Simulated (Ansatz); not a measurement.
Space group Pm-3m (No. 221). a = 2.845 Å, b = 2.845 Å, c = 2.845 Å, α = 90.00°, β = 90.00°, γ = 90.00°
```
atom site symmetry x y z
  Fe    1b m-3m  0.5000  0.5000  0.5000
  Co    1a m-3m  0.0000  0.0000  0.0000
```

Equation of state of this FeCo structure (not necessarily the ground state), with shape and atoms relaxed at each volume where symmetry leaves them free. It has no gap at any of these volumes. Method: Ansatz 0.2.0, DFT PBE, scalar-relativistic, plane waves, PAW.

Plane waves to 420 eV, a k mesh through Γ of 14×14×14 on the computed 2-atom cell and Gaussian smearing (0.10 eV); collinear spin.

```csv
V (Å³/atom),E − E(largest V) (meV/atom),P (GPa)
10.131,69.55,32.96
10.476,10.12,22.57
10.822,-29.06,14.01
11.167,-51.35,6.55
11.512,-58.31,0.02
11.858,-52.19,-5.45
12.203,-35.39,-9.91
12.663,0.00,-14.63
```

Question: Fit a third-order Birch–Murnaghan equation to E(V).

Answer: V0 = 11.52 Å³/atom, B0 = 194 GPa, B0' = 4.3.

Only parallel moments were tried here.